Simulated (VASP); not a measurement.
MgTe:

```xyz
4
Lattice="4.5200 0.0000 0.0000 -2.2600 3.9144 0.0000 0.0000 0.0000 7.3300" Properties=species:S:1:pos:R:3 pbc="T T T"
Mg    0.0000    2.6096    0.0000
Mg    2.2600    1.3048    3.6650
Te    0.0000    2.6096    2.8220
Te    2.2600    1.3048    6.4870
```

* Program: VASP 6.6.1
* Task: relaxation of cell and atoms
* Functional: LDA
* Potentials or basis: VASP PAW LDA potentials, release 64 (Mg, Te)
* Cutoff: 600 eV
* k mesh: 9 × 9 × 4
* Occupations: gaussian, width 0.03 eV
* Spin: no spin polarisation

At the start: pressure -0.1 GPa; volume 32.42 Å³/atom.

Question: Where does the relaxation end?

Answer: Over 9 steps the energy falls by 3.4 meV/atom and the volume is 32.27 Å³/atom (-0.5 %); space group P6_3mc (No. 186, to 0.05 Å).

The path:
| step | energy change (eV) | largest force (eV/Å) | pressure (GPa) | volume (Å³) |
| --- | --- | --- | --- | --- |
| 1 | 0.0000 | 0.2213 | -0.14 | 129.69 |
| 2 | -0.0104 | 0.0705 | -0.03 | 129.16 |
| 3 | -0.0107 | 0.0422 | -0.01 | 129.06 |
| 4 | -0.0114 | 0.0365 | 0.01 | 129.02 |
| 5 | -0.0129 | 0.0185 | 0.06 | 128.89 |
| 6 | -0.0130 | 0.0214 | 0.14 | 128.61 |
| 7 | -0.0135 | 0.0013 | 0.10 | 128.75 |
| 8 | -0.0133 | 0.0001 | -0.15 | 129.58 |
| 9 | -0.0136 | 0.0008 | 0.00 | 129.09 |

Final structure:
```cif
data_structure
_symmetry_space_group_name_H-M 'P 1'
_symmetry_Int_Tables_number 1
_cell_length_a 4.5082
_cell_length_b 4.5082
_cell_length_c 7.3340
_cell_angle_alpha 90.000
_cell_angle_beta 90.000
_cell_angle_gamma 120.000
_cell_volume 129.09
loop_
_atom_site_label
_atom_site_type_symbol
_atom_site_fract_x
_atom_site_fract_y
_atom_site_fract_z
_atom_site_occupancy
Mg1 Mg 0.33333 0.66667 0.00424 1
Mg2 Mg 0.66667 0.33333 0.50424 1
Te1 Te 0.33333 0.66667 0.38076 1
Te2 Te 0.66667 0.33333 0.88076 1
```
